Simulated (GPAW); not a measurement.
# SiC (P6_3mc) in GPAW: band structure with AM05

Aim: the band structure of SiC with AM05.

All numbers are computed with GPAW 26.7.0; they aren't measurements. Logs are shortened: lines on timing, memory, paths and dates and some standing lists are left out, and cuts for length are marked. The log counts tension as positive stress, the text compression.

### 1 Starting point

The structure is hexagonal, space group P6_3mc (No. 186). The conventional cell has a = 3.076 Å, b = 3.076 Å, c = 10.071 Å, α = 90.00°, β = 90.00°, γ = 120.00°. Si (site symmetry 3m) has 4 C at 1.88 to 1.89 Å as nearest neighbours. Si (site symmetry 3m) has 4 C at 1.88 to 1.89 Å as nearest neighbours. Around C (site symmetry 3m) lie 4 Si at 1.88 to 1.89 Å. Around C (site symmetry 3m) lie 4 Si at 1.88 to 1.89 Å.

The cell is a database's computed one.

### 2 Band structure, AM05

File run.py:

```python
from ase.dft.bandgap import bandgap
from ase.io import read, write
from ase.units import GPa
from gpaw import GPAW, PW, setup_paths

setup_paths.insert(0, '.')

atoms = read('POSCAR')

calc = GPAW(mode=PW(800),
            xc='AM05',
            kpts={'size': (6, 6, 2), 'gamma': True},
            occupations={'name': 'fermi-dirac', 'width': 0.05},
            nbands=32,
            convergence={'density': 1e-05, 'energy': 1e-05},
            maxiter=150,
            txt='gpaw.txt')
atoms.calc = calc
energy = atoms.get_potential_energy()
forces = atoms.get_forces()
stress = atoms.get_stress()
calc.write('gs.gpw')
write('result.traj', atoms)
print(f'Energy: {energy:.6f} eV')
print('Forces (eV/A):')
print(forces.round(4))
print('Stress (GPa):', (stress / GPa).round(3))
print('Fermi level:', round(calc.get_fermi_level(), 4), 'eV')
print(f'Gap: {bandgap(calc)[0]:.4f} eV, direct: {bandgap(calc, direct=True)[0]:.4f} eV')

path = atoms.cell.bandpath('GMKGALHA,LM,KH', npoints=80, eps=1e-4)
bs_calc = calc.fixed_density(kpts=path, symmetry='off', nbands=50,
                             convergence={'bands': 'CBM+6.0', 'eigenstates': 1e-6}, txt='bands.txt')
bs = bs_calc.band_structure()
bs.write('bs.json')
print(f'Gap on the path: {bandgap(bs_calc)[0]:.4f} eV')
```

File POSCAR:

```
SiC
1.0
    3.0756941497      0.0000000000      0.0000000000
   -1.5378470748      2.6636292679      0.0000000000
    0.0000000000      0.0000000000     10.0706464800
Si C
4 4
Direct
    0.0000000000      0.0000000000      0.1878943800
    0.0000000000      0.0000000000      0.6878943800
    0.3333333333      0.6666666667      0.4378419800
    0.6666666667      0.3333333333      0.9378419800
    0.0000000000      0.0000000000      0.0004600500
    0.0000000000      0.0000000000      0.5004600500
    0.3333333333      0.6666666667      0.2498025900
    0.6666666667      0.3333333333      0.7498025900
```

Potentials or basis: PAW data sets generated in the run's folder for this functional, pw.

Command:

```sh
$ gpaw-setup -f AM05 C Si
$ OMP_NUM_THREADS=1 python run.py
```

gpaw.txt:

```text
__  _  _
 | _ |_)|_||  |
 |__||  | ||/\| - 26.7.0

Input parameters:
  mode=PW(ecut=800.0),
  convergence={'density': 1e-05, 'energy': 1e-05},
  kpts=MonkhorstPack(size=(6, 6, 2), gamma=True),
  maxiter=150,
  nbands=32,
  occupations=Occupations(name='fermi-dirac', width=0.05),
  xc=XC(name='AM05')

Diagonalizing LCAO Hamiltonian
Converting LCAO to pw mode

            Si

            C
       Si

         Si
       C

         C

       Si

       C

Atoms  # Å, Bohr magnetons
|   | symbol |         x |        y |        z |    initial magnetic moments |
|---|--------|-----------|----------|----------|-----------------------------|
| 0 |     Si |  0.000000 | 0.000000 | 1.892218 | ( 0.0000,  0.0000,  0.0000) |
| 1 |     Si |  0.000000 | 0.000000 | 6.927541 | ( 0.0000,  0.0000,  0.0000) |
| 2 |     Si | -0.000000 | 1.775753 | 4.409352 | ( 0.0000,  0.0000,  0.0000) |
| 3 |     Si |  1.537847 | 0.887876 | 9.444675 | ( 0.0000,  0.0000,  0.0000) |
| 4 |      C |  0.000000 | 0.000000 | 0.004633 | ( 0.0000,  0.0000,  0.0000) |
| 5 |      C |  0.000000 | 0.000000 | 5.039956 | ( 0.0000,  0.0000,  0.0000) |
| 6 |      C | -0.000000 | 1.775753 | 2.515674 | ( 0.0000,  0.0000,  0.0000) |
| 7 |      C |  1.537847 | 0.887876 | 7.550997 | ( 0.0000,  0.0000,  0.0000) |

Unit cell  # Å
| periodic |         x |        y |         z |   lengths |     angles |
|----------|-----------|----------|-----------|-----------|------------|
|      yes |  3.075694 | 0.000000 |  0.000000 |  3.075694 |  90.000000 |
|      yes | -1.537847 | 2.663629 |  0.000000 |  3.075694 |  90.000000 |
|      yes |  0.000000 | 0.000000 | 10.070646 | 10.070646 | 120.000000 |

Number of symmetries: 6
Symmetry operations  # r_c * U_cc + t_c -> r_c
|   | kind |            matrix            |
|---|------|------------------------------|
| 0 |  σ   |  1, 1, 0,  0,-1, 0,  0, 0, 1 |
| 1 |  E   |  1, 0, 0,  0, 1, 0,  0, 0, 1 |
| 2 |  C3  |  0, 1, 0, -1,-1, 0,  0, 0, 1 |
| 3 |  σ   |  0,-1, 0, -1, 0, 0,  0, 0, 1 |
| 4 |  σ   | -1, 0, 0,  1, 1, 0,  0, 0, 1 |
| 5 |  C3  | -1,-1, 0,  1, 0, 0,  0, 0, 1 |

BZ-sampling:
  Number of BZ points: 72
  Number of IBZ points: 14

  Monkhorst-Pack size: [6, 6, 2]
  Monkhorst-Pack shift: [0.08333333333333333, 0.08333333333333333, 0.25]

K-points  # in reciprocal-cell coordinates
|     |                                coordinates |     weight |
|-----|--------------------------------------------|------------|
|   0 | (  0.00000000,   0.00000000,   0.00000000) | 0.01388889 |
|   1 | (  0.00000000,   0.00000000,   0.50000000) | 0.01388889 |
|   2 | (  0.16666667,   0.00000000,   0.00000000) | 0.08333333 |
|   3 | (  0.16666667,   0.00000000,   0.50000000) | 0.08333333 |
|   4 | (  0.33333333,  -0.16666667,   0.00000000) | 0.08333333 |
|   5 | (  0.33333333,  -0.16666667,   0.50000000) | 0.08333333 |
|   6 | (  0.33333333,   0.00000000,   0.00000000) | 0.08333333 |
|   7 | (  0.33333333,   0.00000000,   0.50000000) | 0.08333333 |
|   8 | (  0.33333333,   0.33333333,   0.00000000) | 0.02777778 |
|   9 | (  0.33333333,   0.33333333,   0.50000000) | 0.02777778 |
| ... |                                            |            |
|  13 | (  0.50000000,   0.50000000,   0.50000000) | 0.04166667 |

Plane wave coefficients: 4263
Cutoff: 800.0 eV

Spin-components: 1 (collinear spins)
Bands:           32
Projectors:      40
Spin-degeneracy: 2
Datatype:        complex128

Parallelization:
  kpt:    1
  domain: 1
  band:   1

Density:
  Valence electrons: 32.0
  Components: 1
  Grid points: [21 21 70]
  Charge: 0.0  # |e|

Potential:
  Grid points: [21 21 70]

species:
  Si:
    name:    Silicon
    Z:       14.0
    valence: 4
    core:    10
    charge:  0.0  # [|e|]
    compensation charges:
      type: gauss
      rc: 0.33  # [Å]
      lmax: 2
    cutoffs:
      filter: 1.86  # [Å]
      core: 2.06  # [Å]
    projectors
    | kind |    occ | energy [eV] | rcut [Å] |
    |------|--------|-------------|----------|
    |   3s |  2.000 |     -10.727 |    1.058 |
    |   3p |  2.000 |      -4.032 |    1.058 |
    |    s |        |      16.485 |    1.058 |
    |    p |        |      23.180 |    1.058 |
    |    d |        |       0.000 |    1.058 |

    Using partial waves for Si as LCAO basis

  C:
    name:    Carbon
    Z:       6.0
    valence: 4
    core:    2
    charge:  0.0  # [|e|]
    compensation charges:
      type: gauss
      rc: 0.20  # [Å]
      lmax: 2
    cutoffs:
      filter: 1.14  # [Å]
      core: 1.14  # [Å]
    projectors
    | kind |    occ | energy [eV] | rcut [Å] |
    |------|--------|-------------|----------|
    |   2s |  2.000 |     -13.603 |    0.635 |
    |   2p |  2.000 |      -5.213 |    0.635 |
    |    s |        |      13.608 |    0.635 |
    |    p |        |      21.998 |    0.635 |
    |    d |        |       0.000 |    0.635 |

    Using partial waves for C as LCAO basis

Reference energy: -35529.469041  # eV

eigensolver:
  PPCG
  Converge bands: occupied
  niter=2

density mixing:
  MSR1-Mixer
  Pratt-step length: 0.05
  Maximum mixing coefficient: 0.75
  Old densities: 10
  SVD Regularization: 0.005
  Good broyden scale: 1.0
  Trust region scale: 1.0
  Backstep threshold: 4.0
  History deletion threshold: 6.0
  Fourier metric: weight=20.0, sigma=0.015

occupation numbers:
  Fermi-Dirac:
    width: 0.0500  # eV

poisson solver:
  ecut: 6400.0  # eV

xc functional:
  name: AM05 with 2 nearest neighbor stencil

convergence criteria:
[... 6 lines left out ...]
|iter     | |      energy | eigst |  dens |
|---------|-|-------------|-------|-------|
|iter:   1| |  -68.169170 | -0.14 |       |
|iter:   2| |  -66.726685 | -2.11 | -0.57 |
|iter:   3| |  -61.830672 | -0.65 | -0.62 |
|iter:   4| |  -61.840538 | -2.70 | -1.33 |
|iter:   5| |  -61.850313 | -3.37 | -1.71 |
|iter:   6| |  -61.850650 | -5.16 | -2.70 |
|iter:   7| |  -61.850673 | -6.20 | -3.31 |
|iter:   8| |  -61.850673c| -7.29 | -3.95 |
|iter:   9| |  -61.850673c| -8.35c| -4.32 |
|iter:  10| |  -61.850673c| -8.42c| -5.07c|

Converged in 10 steps
Energy contributions relative to reference atoms: (reference = -35529.469041)

Energy contributions:
  Kinetic:          67.557487
  Coulomb:         -57.156965
  Zero:             -0.066389
  External:          0.000000
  Xc:              -72.184805
  Entropy:          -0.000000
  Spinorbit:         0.000000
  ----------------------------
  Free energy:     -61.850673
  Extrapolated:    -61.850673

dipole moment: (-12.726449, -22.042856, -11.664915)  # |e|*Ang

Fermi level: 9.324
Eigenvalues  # (at kpt = [0.000, 0.000, 0.000])
| band index |      eig [eV] | occ [0-2] |
|------------|---------------|-----------|
|          0 |        -7.200 |     2.000 |
|        ... |               |           |
|          8 |         7.121 |     2.000 |
|          9 |         7.585 |     2.000 |
|         10 |         7.585 |     2.000 |
|         11 |         7.729 |     2.000 |
|         12 |         7.729 |     2.000 |
|         13 |         8.264 |     2.000 |
[... 8 lines left out ...]
|         22 |        15.230 |     0.000 |
|         23 |        15.230 |     0.000 |
|        ... |               |           |
|         31 |        19.058 |     0.000 |

Gap: 2.115 eV
Transition (v -> c):
  (s=0, k=0, n=15, [0.00, 0.00, 0.00]) -> (s=0, k=12, n=16, [0.50, 0.50, 0.00])
Direct/indirect transitions are different
Direct gap: 3.248 eV
Transition at: (s=0, k=12, n=15, [0.50, 0.50, 0.00])

Forces  # eV/Ang
|        x |        y |        z |
|----------|----------|----------|
|  0.00000 |  0.00000 |  0.00783 |  # Si   0
| -0.00000 |  0.00000 |  0.00783 |  # Si   1
|  0.00000 |  0.00000 | -0.00008 |  # Si   2
| -0.00000 |  0.00000 | -0.00008 |  # Si   3
|  0.00000 |  0.00000 | -0.00697 |  # C    4
|  0.00000 |  0.00000 | -0.00697 |  # C    5
|  0.00000 |  0.00000 | -0.00088 |  # C    6
|  0.00000 | -0.00000 | -0.00088 |  # C    7

Stress tensor  # eV/Ang^3
|         x |         y |         z |
|-----------|-----------|-----------|
| -0.008284 |  0.000000 |  0.000000 |
|  0.000000 | -0.008284 |  0.000000 |
|  0.000000 |  0.000000 | -0.006284 |

# Writing to gs.gpw (mode='')
```

Run time: 6.9 min. Hardware: 1 thread of Arm Neoverse N1, shared host; peak memory 0.64 GiB.

What came out:

```
Free energy             : -61.8507 eV
Pressure                : 1.2 GPa
Largest force           : 0.008 eV/Å
Band gap on the k mesh  : 2.12 eV, indirect (least direct gap 3.25 eV)
Band gap along the path : 2.12 eV, indirect (least direct gap 3.25 eV)
```

Forces in eV/Å, atoms in the order of the input:
```
Si   0.000  0.000  0.008
Si   0.000  0.000  0.008
Si   0.000  0.000  0.000
Si   0.000  0.000  0.000
C    0.000  0.000 -0.007
C    0.000  0.000 -0.007
C    0.000  0.000 -0.001
C    0.000  0.000 -0.001
```

Stress tensor (GPa, compression positive):
```
1.33 0.00 0.00
0.00 1.33 0.00
0.00 0.00 1.01
```

Levels at the corners of the path, in eV from the valence-band top:
```csv
point,band 12,band 13,band 14,band 15,band 16,band 17,band 18,band 19,band 20,band 21
Γ,-0.59,-0.59,-0.05,0.00,0.00,5.08,5.65,6.30,6.34,6.90
M,-2.42,-2.39,-2.24,-1.60,-1.13,2.12,2.24,4.12,4.69,5.20
K,-4.43,-4.05,-2.92,-2.92,-1.69,3.86,3.86,5.11,5.50,5.50
Γ,-0.59,-0.59,-0.05,0.00,0.00,5.08,5.65,6.30,6.34,6.90
A,-1.05,-0.21,-0.21,-0.21,-0.21,5.29,5.29,6.76,6.76,6.98
L,-3.06,-2.54,-2.54,-1.57,-1.57,2.53,2.53,4.12,4.12,6.07
H,-5.10,-2.78,-2.78,-2.48,-2.48,3.12,3.12,6.62,6.62,6.63
A,-1.05,-0.21,-0.21,-0.21,-0.21,5.29,5.29,6.76,6.76,6.98
L,-3.06,-2.54,-2.54,-1.57,-1.57,2.53,2.53,4.12,4.12,6.07
M,-2.42,-2.39,-2.24,-1.60,-1.13,2.12,2.24,4.12,4.69,5.20
K,-4.43,-4.05,-2.92,-2.92,-1.69,3.86,3.86,5.11,5.50,5.50
H,-5.10,-2.78,-2.78,-2.48,-2.48,3.12,3.12,6.62,6.62,6.63
```

Caveat: the k mesh is coarse.
